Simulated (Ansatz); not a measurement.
Crystal: HfC.

```
Hf C
1.0
     0.00000    2.32500    2.32500
     2.32500    0.00000    2.32500
     2.32500    2.32500    0.00000
Hf C
1 1
Direct
  0.50000 0.50000 0.50000
  0.00000 0.00000 0.00000
```

* Program: Ansatz 0.2.0
* Task: relaxation of cell and atoms
* Functional: PBEsol0
* Potentials or basis: Ansatz PAW
* Cutoff: 420 eV (not typed: the program's choice for these potentials)
* k mesh: 5 × 5 × 5
* Occupations: fermi-dirac, width 0.05 eV
* Spin: no spin polarisation

At the start: volume 12.57 Å³/atom.

**Question.** Where does the relaxation end?

**Answer.** It ends after 5 steps and the volume is 12.29 Å³/atom (-2.2 %); space group Fm-3m (No. 225, to 0.05 Å).

The path:
```
step  energy change (eV)  largest force (eV/Å)  volume (Å³)
   1              0.0000                0.0000        25.14
   2             -0.0038                0.0000        24.11
   3             -0.0107                0.0000        24.60
   4             -0.0107                0.0000        24.58
   5             -0.0098                0.0000        24.58
```

Final structure:
```
Hf C
1.0
     0.00000    2.30776    2.30776
     2.30776    0.00000    2.30776
     2.30776    2.30776    0.00000
Hf C
1 1
Direct
  0.50000 0.50000 0.50000
  0.00000 0.00000 0.00000
```

Caveat: the k mesh is coarse (spacing up to 0.47 Å⁻¹), so the values aren't converged, least of all with exact exchange; the plane-wave basis is chosen anew once the cell has moved, so the energies of steps on either side of that aren't comparable; the PAW data sets come from PBE, with cores solved anew for the run's functional, which leaves a small shift of forces and pressure.
